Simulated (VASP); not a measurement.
Input of a VASP 6.6.1 run:

INCAR

```
SYSTEM = AlN
ALGO = Normal ; EDIFF = 1E-7
ENCUT = 520 ; ISIF = 2
ISMEAR = 0 ; LASPH = .True.
LCHARG = .False. ; LMIXTAU = .True.
LREAL = .False. ; LWAVE = .False.
METAGGA = R2SCAN ; NELM = 60
PREC = Accurate ; SIGMA = 0.02
```

File KPOINTS:

```
k-points
0
Gamma
  9 9 6
  0 0 0
```

File POSCAR:

```
AlN
1.0
    3.3007800000      0.0000000000      0.0000000000
   -1.6503900000      2.8585600000      0.0000000000
    0.0000000000      0.0000000000      4.1384300000
Al N
2 2
Direct
    0.3333300000      0.6666700000      0.7500000000
    0.6666700000      0.3333300000      0.2500000000
    0.3333300000      0.6666700000      0.2500000000
    0.6666700000      0.3333300000      0.7500000000
```

Potentials or basis: VASP PAW PBE potentials, release 64 (Al, N).

The run is started by

```sh
$ cat potpaw_PBE.64/Al/POTCAR potpaw_PBE.64/N/POTCAR > POTCAR
$ mpirun -np 1 vasp_std > vasp.out
```

**Question.** What does it give for the band gap on the k mesh?

**Answer.** 4.02 eV, direct.

**Question.** Predict the pressure.

**Answer.** -1.8 GPa.

Stress tensor (GPa, compression positive):
```
-1.94  0.00  0.00
 0.00 -1.93  0.00
 0.00  0.00 -1.64
```

Caveat: the PAW data sets were made with another functional, which shifts forces and pressure a little. r2SCAN opens gaps a little over a GGA but as a rule still falls short of measured ones.
